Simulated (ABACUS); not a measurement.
# Ga (I4/mmm) in ABACUS: a series of runs

One crystal, Ga, is run at these levels: r2SCAN; tasks: equation of state.

Everything below comes from runs of ABACUS 3.10.1. Logs are shortened: lines on timing, memory, paths and dates and some standing lists are left out, and cuts for length are marked.

## (1) Starting point

It takes space group I4/mmm (No. 139, tetragonal). The conventional cell has a = 2.769 Å, b = 2.769 Å, c = 4.622 Å, α = 90.00°, β = 90.00°, γ = 90.00°. Ga (site symmetry 4/mmm) has 12 Ga at 2.77 to 3.03 Å as nearest neighbours.

This isn't the form of Ga at room conditions, which is orthorhombic.

## (2) Equation of state, r2SCAN, 16.66 Å³/atom (volume scaled by 0.94)

File INPUT:

```
INPUT_PARAMETERS
suffix              Ga
calculation         scf
basis_type          pw
pseudo_dir          ./
symmetry            1
dft_functional      MGGA_X_R2SCAN+MGGA_C_R2SCAN
ecutwfc             81
pseudo_rcut         7
nspin               1
nbands              11
ks_solver           dav
smearing_method     fd
smearing_sigma      0.00367493
scf_thr             1e-08
scf_nmax            100
mixing_type         broyden
mixing_beta         0.7
cal_force           1
cal_stress          1
mixing_tau          1
kpar                4
```

File STRU:

```
ATOMIC_SPECIES
Ga 69.7230 Ga_ONCV_PBE-1.2.upf

LATTICE_CONSTANT
1.8897261246

LATTICE_VECTORS
-1.3561377546 1.3561377546 2.2640427644
1.3561377546 -1.3561377546 2.2640427644
1.3561377546 1.3561377546 -2.2640427644

ATOMIC_POSITIONS
Cartesian

Ga
0.0
1
0.0000000000 0.0000000000 0.0000000000 1 1 1
```

File KPT:

```
K_POINTS
0
Gamma
9 9 9 0 0 0
```

Potentials or basis: SG15 ONCV 1.2 PBE, plane waves.

Command:

```console
$ OMP_NUM_THREADS=1 mpirun -np 4 abacus > log
```

running log:

```text
ABACUS v3.10.1

               Atomic-orbital Based Ab-initio Computation at UStc

 ------------------------------------------------------------------------------------

 READING GENERAL INFORMATION
                           global_out_dir = OUT.Ga/
                           global_in_card = INPUT
                               pseudo_dir = ./
                              orbital_dir =
                                    DSIZE = 4
                                    GSIZE = 1

 READING UNITCELL INFORMATION
                                    ntype = 1
                  lattice constant (Bohr) = 1.88973
              lattice constant (Angstrom) = 1

 READING ATOM TYPE 1
                               atom label = Ga
                      L=0, number of zeta = 1
                      L=1, number of zeta = 1
                      L=2, number of zeta = 1
             number of atom for this type = 1

                        TOTAL ATOM NUMBER = 1
CARTESIAN COORDINATES ( UNIT =       1.889726124600 Bohr ).
    atom                   x                   y                   z     mag                  vx                  vy                  vz
tauc_Ga1            0.0000000000        0.0000000000        0.0000000000  0.0000        0.0000000000        0.0000000000        0.0000000000

                          Volume (Bohr^3) = 112.395
                             Volume (A^3) = 16.6553

 Lattice vectors: (Cartesian coordinate: in unit of a_0)
             -1.35614            +1.35614            +2.26404
             +1.35614            -1.35614            +2.26404
             +1.35614            +1.35614            -2.26404
 Reciprocal vectors: (Cartesian coordinate: in unit of 2 pi/a_0)
                   +0           +0.368694           +0.220844
            +0.368694                  +0           +0.220844
            +0.368694           +0.368694                  +0
 The esolver type has been set to : ksdft_pw

                PAO radial cut off (Bohr) = 7

 Read in pseudopotential file is Ga_ONCV_PBE-1.2.upf
                     pseudopotential type = NC
          exchange-correlation functional = PBE
                 nonlocal core correction = 0
                        valence electrons = 13
                                     lmax = 2
                           number of zeta = 0
                     number of projectors = 6
                           L of projector = 0
                           L of projector = 0
                           L of projector = 1
                           L of projector = 1
                           L of projector = 2
                           L of projector = 2
 XC functional updated to : MGGA_X_R2SCAN+MGGA_C_R2SCAN
          exchange-correlation functional = MGGA_X_R2SCAN+MGGA_C_R2SCAN
     initial pseudo atomic orbital number = 0

 SETUP THE ELECTRONS NUMBER
            electron number of element Ga = 13
[... 143 lines left out ...]

 SETUP NONLOCAL PSEUDOPOTENTIALS IN PLANE WAVE BASIS
 Ga non-local projectors:
 projector 1 L=0
 projector 2 L=0
 projector 3 L=1
 projector 4 L=1
 projector 5 L=2
 projector 6 L=2
      TOTAL NUMBER OF NONLOCAL PROJECTORS = 18

 Init Non-Local PseudoPotential table :
 Init Non-Local-Pseudopotential done.

                                     npwx = 1390

 -------------------------------------------
 SELF-CONSISTENT
 -------------------------------------------
                                 init_chg = atomic

 PW ALGORITHM --------------- ION=   1  ELEC=   1--------------------------------
 Notice: Threshold on eigenvalues was too large.
 hsover_error=0.13 > DRHO=0.0505241
 Origin diag ethr = 0.01
 New diag ethr = 0.000388647

 Density error is 0.0503449995651
                          Error Threshold = 0.000388646995523
----------------------------------------------------------
     Energy           Rydberg                 eV
----------------------------------------------------------
 E_KohnSham     -129.9869463103      -1768.5631354400
 E_Harris       -130.3979672435      -1774.1553621295
 E_Fermi        0.9436714025         12.8393081135
----------------------------------------------------------
[... 63 lines left out ...]
 Density error is 7.68326491086e-09
                          Error Threshold = 6.37154093051e-09
----------------------------------------------------------
     Energy           Rydberg                 eV
----------------------------------------------------------
 E_KohnSham     -130.0877674614      -1769.9348775743
 E_KS(sigma->0) -130.0875416428      -1769.9318051541
 E_Harris       -130.0890241764      -1769.9519760587
 E_band         0.1384875114         1.8842192566
 E_one_elec     -47.8982984749       -651.6897837636
 E_Hartree      35.6956340923        485.6640173784
 E_xc           -16.8349859888       -229.0517351974
 E_Ewald        -101.0496654528      -1374.8512311514
 E_entropy(-TS) -0.0004516373        -0.0061448403
 E_descf        0.0000000000         0.0000000000
 E_exx          0.0000000000         0.0000000000
 E_Fermi        0.9392116690         12.7786303265
----------------------------------------------------------

 charge density convergence is achieved
 final etot is -1769.9348776 eV
 EFERMI = 12.778630326 eV

 STATE ENERGY(eV) AND OCCUPATIONS    NSPIN == 1
 1/19 kpoint (Cartesian) = 0.0000 0.0000 0.0000 (1373 pws)
       1       -2.37500     0.00274348
       2       -2.16060     0.00274348
       3       -2.11758     0.00274348
       4       -2.11758     0.00274348
       5       -1.91069     0.00274348
       6    -0.00345251     0.00274348
       7        26.6609        0.00000
       8        26.9521        0.00000
       9        26.9521        0.00000
      10        30.4988        0.00000
      11        30.9348        0.00000
[... 53 lines left out ...]
 6/19 kpoint (Cartesian) = -0.040966 -0.040966 0.049076 (1378 pws)
       1       -2.32920      0.0219479
       2       -2.16696      0.0219479
       3       -2.11822      0.0219479
       4       -2.07730      0.0219479
       5       -1.93780      0.0219479
       6       0.943899      0.0219479
       7        22.1829    4.54026e-84
       8        22.3175    3.07278e-85
       9        25.0256        0.00000
      10        29.7042        0.00000
      11        29.7506        0.00000

[... levels at 13 further k points ...]

------------------------------------------------------------------------------------------
 TOTAL-FORCE (eV/Angstrom)
------------------------------------------------------------------------------------------
                       Ga1         0.0000000000         0.0000000000         0.0000000000
------------------------------------------------------------------------------------------

----------------------------------------------------------------
 TOTAL-STRESS (KBAR)
----------------------------------------------------------------
        38.1931433264         0.0000000000         0.0000000000
         0.0000000000        38.1931433264        -0.0000000000
        -0.0000000000        -0.0000000000        30.0504741961
----------------------------------------------------------------
 TOTAL-PRESSURE: 35.478920 KBAR

 --------------------------------------------
 !FINAL_ETOT_IS -1769.9348775742666930 eV
 --------------------------------------------
```

stdout:

```text
ABACUS v3.10.1

               Atomic-orbital Based Ab-initio Computation at UStc

 dft_functional readin is: MGGA_X_R2SCAN+MGGA_C_R2SCAN
 dft_functional in pseudopot file is: PBE
 Please make sure this is what you need
[... 35 lines left out ...]
 DA7     -1.76993488e+03  -1.50486527e-05   7.6833e-09   4.0148e-03   2.67
----------------------------------------------------------------
 TOTAL-STRESS (KBAR)
----------------------------------------------------------------
        38.1931433264         0.0000000000         0.0000000000
         0.0000000000        38.1931433264        -0.0000000000
        -0.0000000000        -0.0000000000        30.0504741961
----------------------------------------------------------------
 TOTAL-PRESSURE: 35.478920 KBAR
```

Wall time 21 s (4 MPI ranks of Intel Xeon 6975P-C (Granite Rapids), shared host); peak memory 0.28 GiB.

What came out:

```yaml
Free_energy: -1769.9349 eV
Pressure: 3.5 GPa
Band_gap_on_the_k_mesh: none (metal or under the smearing width)
```

Caveat: the k mesh is coarse (spacing up to 0.36 Å⁻¹), so the values aren't converged; the potentials were made for another functional, which shifts forces and pressure.

## (3) Equation of state, r2SCAN, 17.36 Å³/atom (volume scaled by 0.98)

INPUT is that of step 2.

File STRU:

```
ATOMIC_SPECIES
Ga 69.7230 Ga_ONCV_PBE-1.2.upf

LATTICE_CONSTANT
1.8897261246

LATTICE_VECTORS
-1.3751071731 1.3751071731 2.2957117997
1.3751071731 -1.3751071731 2.2957117997
1.3751071731 1.3751071731 -2.2957117997

ATOMIC_POSITIONS
Cartesian

Ga
0.0
1
0.0000000000 0.0000000000 0.0000000000 1 1 1
```

KPT is that of step 2.

Potentials or basis: SG15 ONCV 1.2 PBE, plane waves.

Command:

```console
$ OMP_NUM_THREADS=1 mpirun -np 4 abacus > log
```

It took 21 s on 4 MPI ranks of Intel Xeon 6975P-C (Granite Rapids), shared host; peak memory 0.28 GiB.

It converged, with:

```yaml
Free_energy: -1769.9478 eV
Pressure: 0.7 GPa
Band_gap_on_the_k_mesh: none (metal or under the smearing width)
```

Caveat: the potentials were made for another functional, which shifts forces and pressure.

## (4) Equation of state, r2SCAN, 18.07 Å³/atom (volume scaled by 1.02)

INPUT is that of step 3.

File STRU:

```
ATOMIC_SPECIES
Ga 69.7230 Ga_ONCV_PBE-1.2.upf

LATTICE_CONSTANT
1.8897261246

LATTICE_VECTORS
-1.3935671902 1.3935671902 2.3265304007
1.3935671902 -1.3935671902 2.3265304007
1.3935671902 1.3935671902 -2.3265304007

ATOMIC_POSITIONS
Cartesian

Ga
0.0
1
0.0000000000 0.0000000000 0.0000000000 1 1 1
```

KPT is that of step 3.

Command:

```console
$ OMP_NUM_THREADS=1 mpirun -np 4 abacus > log
```

Wall time 24 s (4 MPI ranks of Intel Xeon 6975P-C (Granite Rapids), shared host); peak memory 0.28 GiB.

Results (log left out):

```yaml
Free_energy: -1769.9491 eV
Pressure: -1.6 GPa
Band_gap_on_the_k_mesh: none (metal or under the smearing width)
```

Caveat: the potentials were made for another functional, which shifts forces and pressure.

## (5) Equation of state, r2SCAN, 18.78 Å³/atom (volume scaled by 1.06)

INPUT is that of step 4.

File STRU:

```
ATOMIC_SPECIES
Ga 69.7230 Ga_ONCV_PBE-1.2.upf

LATTICE_CONSTANT
1.8897261246

LATTICE_VECTORS
-1.4115506858 1.4115506858 2.3565534592
1.4115506858 -1.4115506858 2.3565534592
1.4115506858 1.4115506858 -2.3565534592

ATOMIC_POSITIONS
Cartesian

Ga
0.0
1
0.0000000000 0.0000000000 0.0000000000 1 1 1
```

KPT is that of step 4.

Command:

```console
$ OMP_NUM_THREADS=1 mpirun -np 4 abacus > log
```

Wall time 22 s (4 MPI ranks of Intel Xeon 6975P-C (Granite Rapids), shared host); peak memory 0.28 GiB.

Results (log left out):

| Item | Value |
| --- | --- |
| Free energy | -1769.9411 eV |
| Pressure | -3.5 GPa |
| Band gap on the k mesh | none (metal or under the smearing width) |

Caveat: the potentials were made for another functional, which shifts forces and pressure.

## (6) Equation of state, r2SCAN

Potentials or basis: SG15 ONCV 1.2 PBE, plane waves.

This step only gathers the single runs of the series.

Results:

```yaml
Equilibrium_volume: 17.80 Å³/atom
Bulk_modulus_at_fixed_shape_and_positions: 57 GPa
Pressure_derivative_of_the_bulk_modulus: "4.2 (rough: it moves with the points fitted)"
```

Energy against volume, from the lowest point:
```csv
volume (Å³/atom),energy (meV/atom)
16.655,14.23
17.364,1.33
18.073,0.00
18.781,8.05
```

Caveat: the cell was scaled at fixed shape and fractional positions, which overstates the stiffness of a crystal with free parameters, most of all of layers and chains; the potentials were made for another functional, which shifts forces and pressure.
